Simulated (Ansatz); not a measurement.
Density of states of a Al15Cu8 cell (a crystal with Al atoms taken out, relaxed), per eV and atom, broadened by Gaussian smearing of width 0.1 eV and averaged over bins of 0.4 eV, from 8 eV under the Fermi level at most up to where the solved bands end.

Theory: DFT r2SCAN, scalar-relativistic, plane waves, PAW in Ansatz 0.2.0.

Settings: cutoff 500 eV, Γ-centred mesh 6×5×5 on the computed 23-atom cell, Gaussian smearing of 0.10 eV; no spin polarisation.

```
CELL_PARAMETERS angstrom
3.97355 -3.97355 5.95244
-3.97342 -3.97411 -5.95292
3.97252 3.97343 -5.95181
ATOMIC_POSITIONS crystal
Al 0.74916 0.12423 0.87441
Al 0.74615 0.12307 0.37255
Al 0.24923 0.12301 0.87542
Al 0.24915 0.12973 0.37967
Al 0.75165 0.62540 0.87543
Al 0.74916 0.62426 0.37397
Al 0.24853 0.61843 0.86810
Al 0.24893 0.62569 0.37269
Al 0.24165 0.37059 0.12054
Al 0.24914 0.37415 0.62434
Al 0.74903 0.37611 0.12585
Al 0.74897 0.37063 0.62762
Al 0.25638 0.87801 0.62769
Al 0.74946 0.87833 0.12064
Al 0.74878 0.87240 0.62234
Cu 0.99767 0.24572 0.74679
Cu 0.99812 0.25173 0.25046
Cu 0.50037 0.25145 0.75248
Cu 0.49825 0.25091 0.25128
Cu 0.99987 0.74711 0.74769
Cu 0.99985 0.75233 0.25128
Cu 0.50003 0.74808 0.74691
Cu 0.49810 0.74708 0.24578
```

```tsv
E − E_F (eV)	total	Cu 3d	Al 3p	Al 3s	Cu 4s
-7.85	0.208	0.008	0.092	0.069	0.036
-7.45	0.206	0.012	0.090	0.069	0.033
-7.05	0.213	0.016	0.089	0.076	0.030
-6.65	0.213	0.020	0.089	0.080	0.022
-6.25	0.265	0.035	0.113	0.099	0.015
-5.85	0.379	0.094	0.143	0.124	0.014
-5.45	0.532	0.240	0.142	0.133	0.012
-5.05	0.674	0.426	0.142	0.090	0.012
-4.65	1.389	1.132	0.203	0.035	0.014
-4.25	2.594	2.317	0.211	0.027	0.033
-3.85	3.017	2.788	0.144	0.035	0.042
-3.45	0.945	0.736	0.122	0.044	0.037
-3.05	0.388	0.171	0.137	0.052	0.022
-2.65	0.359	0.113	0.161	0.057	0.020
-2.25	0.368	0.086	0.200	0.056	0.017
-1.85	0.408	0.072	0.256	0.053	0.015
-1.45	0.439	0.057	0.298	0.053	0.014
-1.05	0.403	0.044	0.284	0.045	0.012
-0.65	0.313	0.029	0.219	0.038	0.010
-0.25	0.341	0.027	0.243	0.038	0.009
0.15	0.288	0.018	0.209	0.028	0.007
0.55	0.262	0.015	0.184	0.030	0.006
0.95	0.238	0.014	0.157	0.034	0.005
1.35	0.230	0.016	0.122	0.056	0.007
1.75	0.238	0.016	0.111	0.068	0.012
```

The columns after the total are the largest Löwdin projections on the valence shells of the potentials, so they needn't add up, and the weight of a shell that a potential lacks goes to other orbitals. The cell has no gap on the mesh.

Cost: 2 runs of about 27 core-minutes in all (earlier runs that led there not counted), on AMD EPYC 7R43 (Zen 3) (shared hosts).